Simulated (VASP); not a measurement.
# SnTe (Pm-3m) in VASP: notebook

One crystal, SnTe, is run at these levels: LDA; tasks: single point.

Program: VASP 6.6.1. These are calculated values, not measurements. Logs are shortened: lines on timing, memory, paths and dates and some standing lists are left out, and cuts for length are marked.

## Step 1: The structure

Symmetry: Pm-3m, No. 221, cubic system. Conventional cell: a = 3.905 Å, b = 3.905 Å, c = 3.905 Å, α = 90.00°, β = 90.00°, γ = 90.00°. Te (site symmetry m-3m) has 8 Sn at 3.38 Å as nearest neighbours. Around Sn (site symmetry m-3m) lie 8 Te at 3.38 Å.

Measurements of this composition are mostly on another form, of space group No. 225.

## Step 2: Single point, LDA

Input file INCAR:

```
SYSTEM = SnTe
ADDGRID = .False.
ALGO = Normal
EDIFF = 1E-6
ENCUT = 400
GGA = CA
ISIF = 2
ISMEAR = 0
LASPH = .False.
LCHARG = .False.
LREAL = .False.
LWAVE = .False.
NELM = 100
PREC = Accurate
SIGMA = 0.05
```

Input file KPOINTS:

```
k-points
0
Gamma
  4 4 4
  0 0 0
```

Input file POSCAR:

```
SnTe
1.0
    3.9047000000      0.0000000000      0.0000000000
    0.0000000000      3.9047000000      0.0000000000
    0.0000000000      0.0000000000      3.9047000000
Te Sn
1 1
Direct
    0.5000000000      0.5000000000      0.5000000000
    0.0000000000      0.0000000000      0.0000000000
```

Potentials or basis: VASP PAW LDA potentials, release 64 (Te, Sn_d).

The run is started by

```bash
$ cat potpaw_LDA.64/Te/POTCAR potpaw_LDA.64/Sn_d/POTCAR > POTCAR
$ mpirun -np 1 vasp_std > vasp.out
```

OUTCAR:

```text
SYSTEM = SnTe
   EDIFF = 1E-6
   ENCUT = 400
   GGA = CA
   ISIF = 2
   ISMEAR = 0
   LASPH = .False.
   LREAL = .False.
   NELM = 100
   PREC = Accurate

 Found     10 irreducible k-points:

 Following reciprocal coordinates:
            Coordinates               Weight
  0.000000  0.000000  0.000000      1.000000
  0.250000  0.000000  0.000000      6.000000
  0.500000  0.000000  0.000000      3.000000
  0.250000  0.250000  0.000000     12.000000
  0.500000  0.250000  0.000000     12.000000
  0.500000  0.500000  0.000000      3.000000
   k-points           NKPTS =     10   k-points in BZ     NKDIM =     10   number of bands    NBANDS=     14
   number of dos      NEDOS =    301   number of ions     NIONS =      2
   total plane-waves  NPLWV =  21952
   dimension x,y,z NGX =    28 NGY =   28 NGZ =   28
   dimension x,y,z NGXF=    56 NGYF=   56 NGZF=   56
   ions per type =               1   1
   NGX,Y,Z   is equivalent  to a cutoff of  11.92, 11.92, 11.92 a.u.
   NGXF,Y,Z  is equivalent  to a cutoff of  23.84, 23.84, 23.84 a.u.
 SYSTEM =  SnTe
   PREC   = accura    normal or accurate (medium, high low for compatibility)
   ISTART =      0    job   : 0-new  1-cont  2-samecut
   ICHARG =      2    charge: 1-file 2-atom 10-const
   ISPIN  =      1    spin polarized calculation?
   LNONCOLLINEAR =      F non collinear calculations
   LSORBIT =      F    spin-orbit coupling
   LASPH  =      F    aspherical Exc in radial PAW
   ENCUT  =  400.0 eV  29.40 Ry    5.42 a.u.   6.37  6.37  6.37*2*pi/ulx,y,z
   NELM   =    100;   NELMIN=  2; NELMDL= -5     # of ELM steps
   EDIFF  = 0.1E-05   stopping-criterion for ELM
   LREAL  =      F    real-space projection
   EDIFFG = 0.1E-04   stopping-criterion for IOM
   NSW    =      0    number of steps for IOM
   IBRION =     -1    ionic relax: 0-MD 1-quasi-New 2-CG
   NFREE  =      0    steps in history (QN), initial steepest desc. (CG)
   ISIF   =      2    stress and relaxation
   ISYM   =      2    0-nonsym 1-usesym 2-fastsym
   POTIM  = 0.5000    time-step for ionic-motion
   TEBEG  =    0.0;   TEEND  =   0.0 temperature during run
   PSTRESS=    0.0 pullay stress
   NELECT =      20.0000    total number of electrons
   NUPDOWN=      -1.0000    fix difference up-down
   EMIN   =  10.00;   EMAX   =-10.00  energy-range for DOS
   EFERMI =   0.00;   METHOD = LEGACY
   ISMEAR =     0;   SIGMA  =   0.05  broadening in eV -4-tet -1-fermi 0-gaus
   EFERMI_NEDOS =   21; number of points for ismear=-14 and -15
   IALGO  =     38    algorithm
   IMIX   =      4    mixing-type and parameters
     AMIX     =   0.40;   BMIX     =  1.00
     AMIX_MAG =   1.60;   BMIX_MAG =  1.00
  volume/ion in A,a.u.               =      29.77       200.88
  Fermi-wavevector in a.u.,A,eV,Ry     =   1.138057  2.150615 17.621893  1.295173
  Thomas-Fermi vector in A             =   2.274761
   LORBIT       =      0    0 simple, 1 ext, 2 COOP (PROOUT), +10 PAW based schemes
   GGA     = CA    functional components
   LHFCALC =     F    Hartree Fock is set to
   AEXX    =    0.0000 exact exchange contribution
   IVDW    =     0    specifies the selected vdW correction
   LEPSILON=     F    determine dielectric tensor
   LRPA    =     F    only Hartree local field effects (RPA)
 non-spin polarized calculation
 Gauss-broadening in eV      SIGMA  =   0.05
  energy-cutoff  :      400.00
  volume of cell :       59.53
 maximum number of plane-waves:      1108
 NGX is ok and might be reduce to    28
   NGX = 13   NGY = 13   NGZ = 13

 number of electron      19.9999991 magnetization

 Free energy of the ion-electron system (eV)
  ---------------------------------------------------
  ext. energy  EPLUGINS =         0.00000000
  ---------------------------------------------------
  free energy    TOTEN  =        -8.16797339 eV

  energy without entropy =       -8.15811998  energy(sigma->0) =       -8.16304669

 E-fermi :   6.7847     XC(G=0): -10.0874

 val. band max:        6.7779065900   @ k =   0.5000   0.0000   0.0000
 cond. band min:       6.8015204972   @ k =   0.5000   0.2500   0.0000
 fundamental gap:      0.0236139072
 Fermi energy:         6.7846919088

 k-point     1 :       0.0000    0.0000    0.0000
  band No.  band energies     occupation
      1     -14.5731      2.00000
      2     -14.5731      2.00000
      3     -14.5364      2.00000
      4     -14.5364      2.00000
      5     -14.5364      2.00000
      6      -5.5211      2.00000
      7       1.4341      2.00000
      8       5.0974      2.00000
      9       5.0974      2.00000
     10       5.0974      2.00000
     11      10.4665      0.00000
     12      10.4665      0.00000
     13      12.0988      0.00000
     14      12.0988      0.00000

 k-point     2 :       0.2500    0.0000    0.0000
  band No.  band energies     occupation
      1     -14.5725      2.00000
      2     -14.5565      2.00000
      3     -14.5419      2.00000
      4     -14.5419      2.00000
      5     -14.5360      2.00000
      6      -5.0645      2.00000
      7       0.1052      2.00000
      8       5.2878      2.00000
      9       5.6416      2.00000
     10       5.6416      2.00000
     11       9.6702      0.00000
     12      10.6414      0.00000
     13      10.6414      0.00000
     14      10.9940      0.00000
[... 37 lines left out ...]
      1     -14.5612      2.00000
      2     -14.5555      2.00000
      3     -14.5464      2.00000
      4     -14.5405      2.00000
      5     -14.5326      2.00000
      6      -4.0219      2.00000
      7      -0.7484      2.00000
      8       3.5941      2.00000
      9       4.3291      2.00000
     10       6.8015      0.63409
     11       9.2546      0.00000
     12       9.4723      0.00000
     13       9.8688      0.00000
     14      13.8344      0.00000

 k-point     6 :       0.5000    0.5000    0.0000
  band No.  band energies     occupation
      1     -14.5636      2.00000
      2     -14.5551      2.00000
      3     -14.5454      2.00000
      4     -14.5454      2.00000
      5     -14.5211      2.00000
      6      -3.5938      2.00000
      7       0.4334      2.00000
      8       2.0830      2.00000
      9       2.0830      2.00000
     10       7.0850      0.00000
     11      10.1610      0.00000
     12      10.5683      0.00000
     13      10.5683      0.00000
     14      12.7903      0.00000

 [... further k-points ...]

------------------------ aborting loop because EDIFF is reached ----------------------------------------

  FORCE on cell =-STRESS in cart. coord.  units (eV):
  Direction    XX          YY          ZZ          XY          YZ          ZX
  --------------------------------------------------------------------------------------
  -------------------------------------------------------------------------------------
  Total       -1.4288123     -1.4288123     -1.4288123      0.0000000      0.0000000     -0.0000000
  in kB      -38.4523384    -38.4523384    -38.4523384      0.0000000      0.0000000     -0.0000000
  external PRESSURE =     -38.4523384 kB  Pullay stress =       0.0000000 kB

 VOLUME and BASIS-vectors are now :
 -----------------------------------------------------------------------------
  energy-cutoff  :      400.00
  volume of cell :       59.53
      direct lattice vectors                 reciprocal lattice vectors
     3.904700000  0.000000000  0.000000000     0.256101621  0.000000000  0.000000000
     0.000000000  3.904700000  0.000000000     0.000000000  0.256101621  0.000000000
     0.000000000  0.000000000  3.904700000     0.000000000  0.000000000  0.256101621

 POSITION                                       TOTAL-FORCE (eV/Angst)
 -----------------------------------------------------------------------------------
      1.95235      1.95235      1.95235         0.000000      0.000000      0.000000
      0.00000      0.00000      0.00000         0.000000      0.000000      0.000000
 -----------------------------------------------------------------------------------
    total drift:                               -0.000000      0.000000     -0.000000

  FREE ENERGIE OF THE ION-ELECTRON SYSTEM (eV)
  ---------------------------------------------------
  free  energy   TOTEN  =        -8.1679733929 eV

  energy  without entropy=       -8.1581199798  energy(sigma->0) =       -8.16304669
```

OSZICAR:

```text
N       E                     dE             d eps       ncg     rms          rms(c)
DAV:   1     0.113115440761E+03    0.11312E+03   -0.82807E+03   280   0.139E+03
DAV:   2     0.107642686049E+01   -0.11204E+03   -0.10990E+03   298   0.341E+02
DAV:   3    -0.801436353948E+01   -0.90908E+01   -0.89812E+01   358   0.913E+01
DAV:   4    -0.827843161270E+01   -0.26407E+00   -0.26398E+00   350   0.169E+01
DAV:   5    -0.829121284214E+01   -0.12781E-01   -0.12781E-01   398   0.340E+00    0.400E+00
DAV:   6    -0.819346627961E+01    0.97747E-01   -0.40234E-01   382   0.449E+00    0.263E+00
DAV:   7    -0.817020303409E+01    0.23263E-01   -0.53675E-02   304   0.154E+00    0.155E+00
DAV:   8    -0.817068978206E+01   -0.48675E-03   -0.16101E-02   304   0.569E-01    0.459E-01
DAV:   9    -0.816810192390E+01    0.25879E-02   -0.55070E-03   316   0.421E-01    0.236E-01
DAV:  10    -0.816949951910E+01   -0.13976E-02   -0.32200E-03   348   0.382E-01    0.271E-01
DAV:  11    -0.816810690754E+01    0.13926E-02   -0.31228E-03   364   0.304E-01    0.692E-02
DAV:  12    -0.816799050439E+01    0.11640E-03   -0.21314E-04   316   0.933E-02    0.401E-02
DAV:  13    -0.816798374000E+01    0.67644E-05   -0.10412E-05   326   0.188E-02    0.305E-02
DAV:  14    -0.816798928513E+01   -0.55451E-05   -0.10063E-06   194   0.926E-03    0.288E-02
DAV:  15    -0.816797326444E+01    0.16021E-04   -0.21974E-05   364   0.251E-02    0.213E-03
DAV:  16    -0.816797339292E+01   -0.12848E-06   -0.12931E-06   210   0.585E-03
   1 F= -.81679734E+01 E0= -.81630467E+01  d E =-.985341E-02
```

stdout:

```text
POSCAR found type information on POSCAR TeSn
 POSCAR found :  2 types and       2 ions
 scaLAPACK will be used
 LDA part: xc-table for (Slater(with rela. corr.)+CA(PZ))
 , standard interpolation
 POSCAR, INCAR and KPOINTS ok, starting setup
 FFT: planning ... GRIDC
 FFT: planning ... GRID_SOFT
 FFT: planning ... GRID
 WAVECAR not read
 entering main loop
```

Wall time 5 s (1 thread of AMD EPYC 9R14 (Zen 4), shared host); peak memory 0.11 GiB.

The run converged, but some of its settings lie outside the range that counts as converged, so its numbers aren't taken as properties of the crystal.

What came out:

* Free energy: -8.1680 eV
* Pressure: -3.8 GPa
* Band gap on the k mesh: none (metal or under the smearing width)

Caveat: the k mesh is coarse (spacing up to 0.40 Å⁻¹), so the values aren't converged.

## Step 3: Single point, LDA

Input file INCAR:

```
SYSTEM = SnTe
ADDGRID = .False.
ALGO = Normal
EDIFF = 1E-4
ENCUT = 400
GGA = CA
ISIF = 2
ISMEAR = 0
LASPH = .True.
LCHARG = .False.
LREAL = Auto
LWAVE = .False.
NELM = 100
PREC = Normal
SIGMA = 0.05
```

KPOINTS is that of step 2.

POSCAR is that of step 2.

Potentials or basis: VASP PAW LDA potentials, release 64 (Te, Sn_d).

The run is started by

```bash
$ cat potpaw_LDA.64/Te/POTCAR potpaw_LDA.64/Sn_d/POTCAR > POTCAR
$ mpirun -np 1 vasp_std > vasp.out
```

Run time: 3.4 s. Hardware: 1 thread of AMD EPYC 9R14 (Zen 4), shared host; peak memory 0.09 GiB.

The run converged, but some of its settings lie outside the range that counts as converged, so its numbers aren't taken as properties of the crystal.

What came out:

* Free energy: -8.1681 eV
* Pressure: -3.7 GPa
* Band gap on the k mesh: none (metal or under the smearing width)

Caveat: the k mesh is coarse (spacing up to 0.40 Å⁻¹), so the values aren't converged.

(Continued in part 2 of 2.)
